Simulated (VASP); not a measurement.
Wanted: the native input for a VASP 6.6.1 run.

| Property | Result |
| --- | --- |
| Task | single point |
| Functional | PBEsol |
| Potentials or basis | VASP PAW PBE potentials, release 64 (B) |
| Cutoff | 520 eV |
| k mesh | 8 × 8 × 8 |
| Occupations | gaussian, width 0.1 eV |
| Spin | no spin polarisation |
| Dipole correction | no |
| Further INCAR settings | ALGO = Fast; EDIFF = 1e-07; NBANDS = 22 |

The structure of B lies in POSCAR:

```
B
1.0
    0.0292769665      2.2398418936      2.1042296398
    3.1903493481     -0.8422515258      2.9796880660
    3.1615102234      3.0885874420     -0.8296613938
B
8
Direct
    0.1089418928     -0.1767438673      0.1084443290
   -0.0184953447     -0.0508488346      0.4830873424
   -0.1089614258      0.6767285270      0.8915675726
    0.0185068258      0.5508721847      0.5169082812
    0.5184577507      0.0508546992      1.0169057652
    0.3910746040      0.1767325949      0.3915550843
    0.4815274271      0.4491191401      0.9831016292
    0.6089482702      0.3232855560      0.6084299962
```

The cell was built by a generator and needn't be a form met in nature.

The cell isn't the ideal one: fcc type (Fm-3m, No. 225); cell x8, atoms moved at random (sigma 0.05 Å) and cell strained at random (1.5 %), then relaxed without symmetry.

These files were run (other wordings do the same):

INCAR

```
  ALGO = Fast
  EDIFF = 1E-7
  ENCUT = 520
  GGA = PS
  ISIF = 2
  ISMEAR = 0
  LASPH = True
  LCHARG = False
  LREAL = False
  LWAVE = False
  NBANDS = 22
  NELM = 100
  PREC = Accurate
  SIGMA = 0.1
```

KPOINTS

```
k-points
0
Gamma
  8 8 8
```

Potentials or basis: VASP PAW PBE potentials, release 64 (B).

Run with:

```sh
$ cat potpaw_PBE.64/B/POTCAR > POTCAR
$ mpirun -np 1 vasp_std > vasp.out
```

Results of the run:

The pressure is 0.4 GPa and the largest force is 0.009 eV/Å. The band gap on the k mesh is none (metal or under the smearing width).

Caveat: the PAW data sets were made with another functional, which shifts forces and pressure a little.

It took 110 s on 1 thread of Intel(R) Xeon(R) 6975P-C (Granite Rapids) (shared host), peak memory 0.32 GiB.
